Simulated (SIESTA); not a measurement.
Runs of SIESTA 5.4.2 on Nb. Symmetry: Im-3m, No. 229, cubic system. Conventional cell: a = 3.328 Å, b = 3.328 Å, c = 3.328 Å, α = 90.00°, β = 90.00°, γ = 90.00°. Nb (site symmetry m-3m) is surrounded by 8 Nb at 2.88 Å. 

```csv
task,level,potentials or basis,gap on the mesh (eV),pressure (GPa)
band structure,PBEsol,"PseudoDojo 0.4 standard (PBEsol files), TZDP (energy shift 0.003 Ry; two zetas on semicore shells)",none,-7.2
band structure,PBEsol,"PseudoDojo 0.4 standard (PBEsol files), SZP (energy shift 0.003 Ry)",none,-5.2
band structure,PBEsol,"PseudoDojo 0.4 standard (PBEsol files), DZ (energy shift 0.003 Ry; two zetas on semicore shells)",none,(a)
band structure,PBEsol,"PseudoDojo 0.4 standard (PBEsol files), DZP (energy shift 0.003 Ry; two zetas on semicore shells)",none,-6.4
```

Alike in all rows: no spin polarisation; cell as given; k mesh 11 × 11 × 11; smearing fermi-dirac 0.05 eV; grid cutoff 800 Ry; energy shift 0.003 Ry.

Task: Estimate the missing entries.

Result: (a) -6.9.

Caveats: the basis of atomic orbitals isn't converged, which shifts pressures, moduli and gaps; the basis has no polarisation orbitals (some runs).

A k mesh can miss the band edges, and the runs leave out spin-orbit coupling on Nb.

A gap of «none» marks a metal or a gap under the smearing width.

Runs at the PBE level aren't shown here.
